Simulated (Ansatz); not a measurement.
**The honeycomb AlP bilayer (AB) between two gates**

How do the bands of the honeycomb AlP bilayer (AB) follow a displacement field between two gates?

Method: plane-wave DFT, PBE-D3(BJ), Ansatz PAW, in Ansatz 0.2.0.

### 1. Starting point

The cell holds 4 atoms: 2 P and 2 Al. Its edges and angles: a = 3.940 Å, b = 3.940 Å, c = 38.400 Å, α = 90.0°, β = 90.0°, γ = 120.0°. Regions: layer 1: honeycomb AlP, 2 atoms (1 P and 1 Al); layer 2: honeycomb AlP, 2 atoms (1 P and 1 Al). Vacuum lies along c.

### 2. Relaxing the slab

The starting cell is a guess, so the in-plane lattice and the atoms are relaxed first, with the slab cut off from its images along the normal.

Input file input.yaml:

```yaml
crystal:
  lattice:
    - [3.94, 0.0, 0.0]
    - [-1.97, 3.4121400909, 0.0]
    - [0.0, 0.0, 38.3999999991]
  atoms:
    - { symbol: P, position: [0.6666666667, 0.3333333333, 0.4518229167] }
    - { symbol: Al, position: [0.3333333333, 0.6666666667, 0.4596354167] }
    - { symbol: P, position: [0.0, 0.0, 0.5403645833] }
    - { symbol: Al, position: [0.6666666667, 0.3333333333, 0.5481770833] }
  periodic: [true, true, false]
kpoints:
  mp_grid: { grid: [12, 12, 1] }
hamiltonian:
  xc: pbe
  dispersion: d3bj
scf:
  occupations: { method: fermi_dirac, width: 0.05 }
  convergence: { dr2_threshold: 1.0e-09 }
relax:
  f_tol: 0.004
  max_steps: 90
  cell: {}
output:
  write_potential: true
  write_density: true
  volumetric_format: npy
```

On the command line:

```
$ ansatz run input.yaml --threads 4 --pin off --max-ram 8192MiB --backend cpu --events-out ev --progress --plain --runs-dir out
```

Numbers of over 12 decimals in the logs are rounded to 6 here.

Log:

```text
Warning: relax.cell: scf.convergence.dr2_threshold = 1e-9 eV is looser than the 2.13117374475e-10 eV advised for a relaxation that steers and ends on the stress (1e-10 eV for each atom of the cell: 4, times the square of relax.cell.stress_2d_tol = 0.05 N/m over 13.7 Å (the atoms' height at the walk's start and 5 Å past either face), 3.650e-2 GPa, over a crystal's default 0.05). What an SCF threshold leaves in a stress goes as its square root, and in the free energy as the threshold itself, and one threshold admits the most on a small cell: [figures from the program's tests cut] Set scf.convergence.dr2_threshold to 2.13117374475e-10 eV or tighter. [rest of the remark cut]
Engine: ansatz 0.2.0, x86_64-unknown-linux-gnu
Pseudopotentials: kind: paw
Pseudopotential: P, paw, valence charge 5, recommended cutoff 420 eV (normal), P.paw.azcp
Pseudopotential: Al, paw, valence charge 3, recommended cutoff 420 eV (normal), Al.paw.azcp
Functional definition: PBE
  parameter kappa = 0.804
  parameter beta = 0.066725
  exchange = pbe_x(kappa = kappa, mu = beta*pi^2/3)
  correlation = pbe_c(beta = beta)
Crystal: 4 atoms, lattice volume = 516.243 Å³
Basis set: ecut = 420 eV, 10197 PW (Γ), exchange–correlation on 54×54×540 points (8 copies of the dense FFT grid, shifted against one another)
Bands: 12, of which v1, the nominal top of the filled ones, is band 8 counted from 1 (7 counted from 0)
Symmetry: 6 space group operations
Space group: P3m1 (ITA 156), of the structure as read, at distance tolerance 8.0e-5 Å
k-points: 19 of 144 (time reversal used)
Non-local potential: P, projectors of the file, l = 0: 2, l = 1: 2, l = 2: 2
Non-local potential: Al, projectors of the file, l = 0: 2, l = 1: 2, l = 2: 1
PAW form: soft (Blöchl's): semilocal exchange-correlation on the pseudo side does not see the compensation charge
PAW one-centre angular grid: P, 110 points (default); XC on 64 Gauss nodes
PAW one-centre angular grid: Al, 110 points (default); XC on 64 Gauss nodes
Initial density: superposition of atomic densities (neutral atoms: chi_scale 0, normalization atom), corrected by the library's trained network
Initial wavefunctions: pseudopotential atomic-orbital guess
Functional: x = pbe(κ = 0.804, μ = 0.219515), c = pbe(β = 0.066725)
SCF iter   1: F=—  HF=-2587.576464 eV  |F-HF|=—  |Δ(HF+E_count)|=         —  Δρ=1.54e-3  dr2=4.90e-2  ethr=1.77e-3  ⟨swp⟩=13.1  Hψ=2762  notcnv=0
preconditioner: auto → Resta (q_TF=auto, 1.529 Å⁻¹)  ε∞=1.8  [insulator: Δε(μ)=1.321 eV  Ē_g=7.538 eV  σ=0.050 eV  W_gap=1.00  n_scr=18 (ndim 8)  ℏωp=6.5 eV  f_vac=0.774  D(μ)=0.00/eV (n_scr^D=0)  ε∞_Penn≈1.8  vacuum switching on, ρ_ref=4.1e-3 e/Å³]
SCF iter   2: F=—  HF=-2587.576349 eV  |F-HF|=—  |Δ(HF+E_count)|=   1.14e-4  Δρ=9.01e-4  dr2=3.57e-2  ethr=3.06e-4  ⟨swp⟩=4.3  Hψ=654  notcnv=0
SCF iter   3: F=—  HF=-2587.571886 eV  |F-HF|=—  |Δ(HF+E_count)|=   4.46e-3  Δρ=4.74e-4  dr2=2.53e-3  ethr=2.23e-4  ⟨swp⟩=3.8  Hψ=465  notcnv=0
SCF iter   4: F=—  HF=-2587.572010 eV  |F-HF|=—  |Δ(HF+E_count)|=   1.24e-4  Δρ=1.64e-4  dr2=3.40e-4  ethr=1.58e-5  ⟨swp⟩=2.7  Hψ=411  notcnv=0
SCF iter   5: F=—  HF=-2587.572094 eV  |F-HF|=—  |Δ(HF+E_count)|=   8.42e-5  Δρ=5.58e-5  dr2=1.99e-5  ethr=2.12e-6  ⟨swp⟩=2.7  Hψ=417  notcnv=0
SCF iter   6: F=—  HF=-2587.572127 eV  |F-HF|=—  |Δ(HF+E_count)|=   3.27e-5  Δρ=2.20e-5  dr2=2.44e-6  ethr=1.24e-7  ⟨swp⟩=2.4  Hψ=405  notcnv=0
SCF iter   7: F=—  HF=-2587.572126 eV  |F-HF|=—  |Δ(HF+E_count)|=   5.81e-7  Δρ=2.47e-6  dr2=5.30e-8  ethr=1.53e-8  ⟨swp⟩=2.8  Hψ=441  notcnv=0
SCF iter   8: F=—  HF=-2587.572128 eV  |F-HF|=—  |Δ(HF+E_count)|=   2.40e-6  Δρ=7.33e-7  dr2=4.47e-9  ethr=3.31e-10  ⟨swp⟩=2.9  Hψ=455  notcnv=0
SCF iter   9: F=-2587.572128 eV  HF=-2587.572128 eV  |F-HF|=3.18e-10  |Δ(HF+E_count)|=   3.77e-9  Δρ=1.82e-7  dr2=2.78e-10  ethr=6.25e-12  ⟨swp⟩=11.9  Hψ=1853  notcnv=0
SCF 1 converged in 9 iterations: F = -2587.572128 eV  dr2 = 2.78e-10
  greatest PAW one-centre occupation: 0.783 electrons in one spin orbital (limit 2), on the P atom at site 2 (counted from 0), in its partial waves of l = 0
relax step   1: F+E_penalty+E_count = -2587.57212832 eV  Δ(F+E_penalty+E_count) = +0.000e0 eV  max|allowed force component| = 3.382e-1 eV/Å  Δτ_max = 0.0000 Å  P = -1.577 N/m  Ω = 516.243 Å³  fix = [c, alpha, beta]  reactions: c -0.000 N/m  (9 SCF iters, accepted)
Crystal: 4 atoms, lattice volume = 512.592 Å³
Basis set: ecut = 420 eV, 10137 PW (Γ), exchange–correlation on 54×54×540 points (8 copies of the dense FFT grid, shifted against one another)
Initial density: handed on by an earlier stage of this run
Initial wavefunctions: those handed on with the density
iter 1 solved again at ethr=1.05e-3 eV; its pass at ethr=3.10e-3 eV (dr2=1.69e-1 eV) is discarded
SCF iter   1: F=—  HF=-2587.611155 eV  |F-HF|=—  |Δ(HF+E_count)|=         —  Δρ=3.83e-3  dr2=1.75e-1  ethr=1.05e-3  ⟨swp⟩=1.7  Hψ=2992  notcnv=0
preconditioner: auto → Resta (q_TF=auto, 1.531 Å⁻¹)  ε∞=1.7  [insulator: Δε(μ)=1.048 eV  Ē_g=7.721 eV  σ=0.050 eV  W_gap=1.00  n_scr=18 (ndim 8)  ℏωp=6.6 eV  f_vac=0.783  D(μ)=0.00/eV (n_scr^D=0)  ε∞_Penn≈1.7  vacuum switching on, ρ_ref=4.3e-3 e/Å³]
SCF iter   2: F=—  HF=-2587.597271 eV  |F-HF|=—  |Δ(HF+E_count)|=   1.39e-2  Δρ=1.78e-3  dr2=5.49e-2  ethr=1.05e-3  ⟨swp⟩=3.9  Hψ=557  notcnv=0
SCF iter   3: F=—  HF=-2587.593225 eV  |F-HF|=—  |Δ(HF+E_count)|=   4.05e-3  Δρ=1.14e-3  dr2=1.35e-2  ethr=3.43e-4  ⟨swp⟩=3.2  Hψ=462  notcnv=0
SCF iter   4: F=—  HF=-2587.595207 eV  |F-HF|=—  |Δ(HF+E_count)|=   1.98e-3  Δρ=6.63e-4  dr2=6.64e-3  ethr=8.45e-5  ⟨swp⟩=2.8  Hψ=515  notcnv=0
SCF iter   5: F=—  HF=-2587.595440 eV  |F-HF|=—  |Δ(HF+E_count)|=   2.33e-4  Δρ=2.27e-4  dr2=7.05e-4  ethr=4.15e-5  ⟨swp⟩=1.9  Hψ=292  notcnv=0
SCF iter   6: F=—  HF=-2587.595544 eV  |F-HF|=—  |Δ(HF+E_count)|=   1.04e-4  Δρ=4.30e-5  dr2=1.33e-5  ethr=4.41e-6  ⟨swp⟩=2.5  Hψ=391  notcnv=0
SCF iter   7: F=—  HF=-2587.595579 eV  |F-HF|=—  |Δ(HF+E_count)|=   3.49e-5  Δρ=7.50e-6  dr2=8.41e-7  ethr=8.33e-8  ⟨swp⟩=3.2  Hψ=486  notcnv=0
SCF iter   8: F=—  HF=-2587.595583 eV  |F-HF|=—  |Δ(HF+E_count)|=   3.82e-6  Δρ=1.97e-6  dr2=4.80e-8  ethr=5.26e-9  ⟨swp⟩=2.8  Hψ=433  notcnv=0
SCF iter   9: F=—  HF=-2587.595583 eV  |F-HF|=—  |Δ(HF+E_count)|=   7.43e-9  Δρ=5.51e-7  dr2=2.13e-9  ethr=3.00e-10  ⟨swp⟩=3.2  Hψ=448  notcnv=0
SCF iter  10: F=-2587.595583 eV  HF=-2587.595583 eV  |F-HF|=1.91e-11  |Δ(HF+E_count)|=  7.13e-10  Δρ=1.19e-7  dr2=1.12e-10  ethr=6.25e-12  ⟨swp⟩=11.6  Hψ=1832  notcnv=0
SCF 2 converged in 10 iterations: F = -2587.595583 eV  dr2 = 1.12e-10
[...]
relax step   5: F+E_penalty+E_count = -2587.93840571 eV  Δ(F+E_penalty+E_count) = -1.608e-1 eV  max|allowed force component| = 4.052e-1 eV/Å  Δτ_max = 0.1948 Å  P = -1.015 N/m  Ω = 512.157 Å³  energy of the carried Pulay correction = +1.321e-4 eV  fix = [c, alpha, beta]  reactions: c -0.000 N/m  (10 SCF iters, accepted)
relax step   6: F+E_penalty+E_count = -2588.01781144 eV  Δ(F+E_penalty+E_count) = -7.941e-2 eV  max|allowed force component| = 4.338e-1 eV/Å  Δτ_max = 0.1904 Å  P = -1.456 N/m  Ω = 506.916 Å³  energy of the carried Pulay correction = +3.031e-4 eV  fix = [c, alpha, beta]  reactions: c -0.000 N/m  (9 SCF iters, accepted)
relax step   7: F+E_penalty+E_count = -2588.06316901 eV  Δ(F+E_penalty+E_count) = -4.536e-2 eV  max|allowed force component| = 4.228e-1 eV/Å  Δτ_max = 0.1949 Å  P = -1.381 N/m  Ω = 497.590 Å³  energy of the carried Pulay correction = +6.118e-4 eV  fix = [c, alpha, beta]  reactions: c -0.000 N/m  (11 SCF iters, accepted)
relax step   8: F+E_penalty+E_count = -2588.07683898 eV  Δ(F+E_penalty+E_count) = -1.367e-2 eV  max|allowed force component| = 2.351e-1 eV/Å  Δτ_max = 0.0938 Å  P = +0.161 N/m  Ω = 496.199 Å³  energy of the carried Pulay correction = +6.583e-4 eV  fix = [c, alpha, beta]  reactions: c +0.000 N/m  (10 SCF iters, accepted)
relax step   9: F+E_penalty+E_count = -2588.08724049 eV  Δ(F+E_penalty+E_count) = -1.040e-2 eV  max|allowed force component| = 7.498e-2 eV/Å  Δτ_max = 0.0561 Å  P = +0.343 N/m  Ω = 489.556 Å³  energy of the carried Pulay correction = +8.823e-4 eV  fix = [c, alpha, beta]  reactions: c +0.000 N/m  (10 SCF iters, accepted)
relax step  10: F+E_penalty+E_count = -2588.08865816 eV  Δ(F+E_penalty+E_count) = -1.418e-3 eV  max|allowed force component| = 2.932e-2 eV/Å  Δτ_max = 0.0203 Å  P = +0.045 N/m  Ω = 492.382 Å³  energy of the carried Pulay correction = +7.867e-4 eV  fix = [c, alpha, beta]  reactions: c +0.000 N/m  (8 SCF iters, accepted)
relax step  11: F+E_penalty+E_count = -2588.08874733 eV  Δ(F+E_penalty+E_count) = -8.918e-5 eV  max|allowed force component| = 1.951e-2 eV/Å  Δτ_max = 0.0088 Å  P = -0.058 N/m  Ω = 492.913 Å³  energy of the carried Pulay correction = +7.687e-4 eV  fix = [c, alpha, beta]  reactions: c -0.000 N/m  (8 SCF iters, accepted)
relax step  12: F+E_penalty+E_count = -2588.08881596 eV  Δ(F+E_penalty+E_count) = -6.863e-5 eV  max|allowed force component| = 4.727e-4 eV/Å  Δτ_max = 0.0028 Å  P = -0.002 N/m  Ω = 492.592 Å³  energy of the carried Pulay correction = +7.796e-4 eV  fix = [c, alpha, beta]  reactions: c -0.000 N/m  (8 SCF iters, accepted)
Initial wavefunctions: pseudopotential atomic-orbital guess (no wavefunctions were taken with the density)
iter 1 solved again at ethr=4.19e-7 eV; its pass at ethr=3.10e-3 eV (dr2=6.70e-5 eV) is discarded
SCF iter   1: F=—  HF=-2588.088326 eV  |F-HF|=—  |Δ(HF+E_count)|=         —  Δρ=1.13e-5  dr2=7.00e-8  ethr=4.19e-7  ⟨swp⟩=5.2  Hψ=3992  notcnv=0
eigensolver tolerance schedule: the retry pair's looser diagonalisation over-reported the residual by 957.08 of it (diagonalisation noise at 0.15 of the residual, at the tolerance the schedule requests for it); recorded, not acted on — ethr = c·dr2/N_el stays at c = 1.0e-1
preconditioner: auto → Resta (q_TF=auto, 1.541 Å⁻¹)  ε∞=1.7  [insulator: Δε(μ)=0.908 eV  Ē_g=7.921 eV  σ=0.050 eV  W_gap=1.00  n_scr=18 (ndim 8)  ℏωp=6.7 eV  f_vac=0.788  D(μ)=0.00/eV (n_scr^D=0)  ε∞_Penn≈1.7  vacuum switching on, ρ_ref=4.6e-3 e/Å³]
SCF iter   2: F=—  HF=-2588.088290 eV  |F-HF|=—  |Δ(HF+E_count)|=   3.55e-5  Δρ=5.91e-6  dr2=2.77e-8  ethr=4.37e-10  ⟨swp⟩=4.2  Hψ=653  notcnv=0
SCF iter   3: F=—  HF=-2588.088291 eV  |F-HF|=—  |Δ(HF+E_count)|=   2.30e-7  Δρ=2.48e-6  dr2=8.14e-9  ethr=1.73e-10  ⟨swp⟩=2.5  Hψ=391  notcnv=0
SCF iter   4: F=—  HF=-2588.088291 eV  |F-HF|=—  |Δ(HF+E_count)|=   4.90e-8  Δρ=4.53e-7  dr2=9.73e-9  ethr=5.09e-11  ⟨swp⟩=3.3  Hψ=489  notcnv=0
SCF iter   5: F=—  HF=-2588.088291 eV  |F-HF|=—  |Δ(HF+E_count)|=  5.06e-10  Δρ=2.04e-7  dr2=1.39e-9  ethr=5.09e-11  ⟨swp⟩=1.9  Hψ=256  notcnv=0
SCF iter   6: F=-2588.088291 eV  HF=-2588.088291 eV  |F-HF|=2.00e-11  |Δ(HF+E_count)|=  4.59e-11  Δρ=7.41e-8  dr2=7.74e-11  ethr=6.25e-12  ⟨swp⟩=13.3  Hψ=1950  notcnv=0
SCF 13 converged in 6 iterations: F = -2588.088291 eV  dr2 = 7.74e-11
relax step  13: F+E_penalty+E_count = -2588.08829061 eV  Δ(F+E_penalty+E_count) = +5.253e-4 eV  max|allowed force component| = 3.882e-4 eV/Å  Δτ_max = 0.0000 Å  P = -0.013 N/m  Ω = 492.592 Å³  fix = [c, alpha, beta]  reactions: c -0.000 N/m  stress off target by 1.28e-2 N/m on what of the cell is left free  SCF on the basis re-selected at this cell (its energy is not comparable with the rows above)  (6 SCF iters)
basis re-selected at this cell: Δ(F+E_penalty+E_count) = +5.253e-4 eV, ΔP = -0.011 N/m vs the last step (what re-selecting the basis moved, of the pressure what is left beyond the Pulay correction that the steps carried, after the strain that the cell walked since its last selection, with what the two solves' SCF thresholds leave and, on support functions, any second-order correction that the steps lacked; it is no m [...]
SCF converged after 6 iterations
Free energy (F): -2588.088291 eV
Harris-Foulkes:  -2588.088291 eV  (|F-HF|=2.00e-11)
Internal energy: -2588.088273 eV  (E = F + TS)
E sigma→0 (E₀):  -2588.088282 eV
Entropy (-TS):   -0.000018 eV (-0.004 meV/atom)
Fermi energy:    -5.434967 eV
--- Per-component energies (eV) ---
  E_band       = -163.293164
  E_kinetic    = 185.618431
  E_local      = -14189.897278  (includes V_loc(G=0)·N_el)
  E_nonlocal   = 89.169550
  E_hartree    = 6976.332095
  E_xc         = -201.650174
  E_vxc        = -178.193374  (∫ρ·V_xc dr)
  E_paw        = -2073.712308  (= ΣΔE_a)
  E_vpaw       = -22.654691  (= ΣTr[D̂ρ^β])
  E_aug_tail   = 0.000003  (compensation charges beyond the density's cutoff)
  E_ewald      = 6626.935829
  E_disp       = -0.884421  (pairwise vdW)
  E_smearing   = -0.000018  (= −TS)
  E_closure    = -0.000000  (closes the sum)
  Σ components = -2588.088291   (vs F -2588.088291, Δ=0.00e0)
--- Forces (eV/Å), atoms counted from 1 ---
  atom   1  P     -0.00000000    -0.00000000     0.00038728
  atom   2  Al     0.00000000     0.00000000    -0.00026574
  atom   3  P     -0.00000000    -0.00000000     0.00025181
  atom   4  Al     0.00000000     0.00000000    -0.00037717
  max |Σ_I F_I| component: 3.82e-6 eV/Å
--- 2D stress c σ (N/m, compression-positive) ---
       -0.012825       0.000000      -0.000000
        0.000000      -0.012825      -0.000000
       -0.000000      -0.000000      -0.000000
  P = ½ c Tr σ = -0.0128 N/m
--- Band table (eV; the first three rows and the last of 19) ---
  k-point 0: bands = [... 4 lower, -6.9005, -6.3858, -5.9653, -5.9653, -3.3709, -2.7485, -1.8178, -1.8178]
  k-point 1: bands = [... 4 lower, -7.0316, -6.4148, -6.3100, -6.0377, -3.0746, -2.4817, -1.8834, -1.5948]
  k-point 2: bands = [... 4 lower, -7.3342, -7.2999, -6.2359, -6.1936, -3.3235, -2.1386, -1.8057, -1.0130]
  k-point 18: bands = [... 4 lower, -9.7482, -9.0113, -7.3243, -6.0660, -4.4881, -1.8247, -1.0440, 0.3333]
  the weakly bound empty levels are not read free of the cell's end (no_gap_told)
--- Relaxed structure (12 steps of the walk, 12 accepted, 1 SCFs on fresh bases) ---
  F+E_penalty+E_count = -2588.08829061 eV   max|allowed force component| = 3.882e-4 eV/Å   (the final SCF, on the basis selected at the relaxed cell)
  cell:  # Å, volume = 492.5924 Å³
    - [3.848690, -3.379154986257258e-18, 0]
    - [-1.924345, 3.333063, 0]
    - [0, 0, 38.3999999991]
  atoms:
    - { symbol: P, position: [0.666667, 0.333333, 0.456527] }
    - { symbol: Al, position: [0.333333, 0.666667, 0.473482] }
    - { symbol: P, position: [2.161766815306175e-17, -9.251858538489118e-17, 0.544311] }
    - { symbol: Al, position: [0.666667, 0.333333, 0.525680] }
```

Wall time 78 s (4 threads of Intel Xeon Platinum 8259CL at 2.50GHz (Skylake/Cascade Lake), shared host); peak memory 0.78 GiB; 4.9 min of CPU time.

Step by step:

| step | energy less that of the first step (eV) | largest force component (eV/Å) | volume (Å³) |
| --- | --- | --- | --- |
| 1 | 0.0000 | 0.3382 | 516.24 |
| 2 | -0.0235 | 0.4589 | 512.59 |
| 3 | -0.0756 | 0.4477 | 513.34 |
| 4 | -0.2055 | 0.5540 | 513.56 |
| 5 | -0.3663 | 0.4052 | 512.16 |
| 6 | -0.4457 | 0.4338 | 506.92 |
| 7 | -0.4910 | 0.4228 | 497.59 |
| 8 | -0.5047 | 0.2351 | 496.20 |
| 9 | -0.5151 | 0.0750 | 489.56 |
| 10 | -0.5165 | 0.0293 | 492.38 |
| 11 | -0.5166 | 0.0195 | 492.91 |
| 12 | -0.5167 | 0.0005 | 492.59 |
| 13* | -0.5162 | 0.0004 | 492.59 |

Relaxation steps marked * repeat the geometry before them on a plane-wave basis chosen anew for their cell, so energy and pressure can jump there.

The run keeps the 6 symmetry operations that it works with, so distortions that break them were not tested.

| cell as run | before | after | change |
| --- | --- | --- | --- |
| a (Å) | 3.940 | 3.849 | -2.3 % |
| b (Å) | 3.940 | 3.849 | -2.3 % |

The atoms that moved most (Å, along periodic axes as changes of fractional coordinates times the final cell, across vacuum about the mean position):

| atom | dx | dy | dz | length |
| --- | --- | --- | --- | --- |
| Al4 | 0.000 | 0.000 | -0.864 | 0.864 |
| Al2 | 0.000 | 0.000 | 0.532 | 0.532 |
| P1 | 0.000 | 0.000 | 0.181 | 0.181 |
| P3 | 0.000 | 0.000 | 0.152 | 0.152 |

Final coordinates:

```xyz
4
Lattice="3.8487 0.0000 0.0000 -1.9243 3.3331 0.0000 0.0000 0.0000 38.4000" Properties=species:S:1:pos:R:3
P     1.9243    1.1110   17.5306
Al    0.0000    2.2220   18.1817
P     0.0000    0.0000   20.9016
Al    1.9243    1.1110   20.1861
```

The lattice constant a goes from 3.940 to 3.849 Å.

(Part 1 of 3 ends here.)

[Logs are printed without paths, hosts, clocks, repeated set-up lines and the standing remarks that a program may print on its own settings, such as how far it seeks lower states.]

[Hosts, paths, dates, database ids (printed as entryN), source tags and the programs' standing remarks are cut or masked in the printed files.]

[Maps of the electrostatic potential energy from Ansatz leave out the sawtooth potential of an applied field or a dipole correction, so their vacuum need not be flat; planar profiles and work functions include it.]
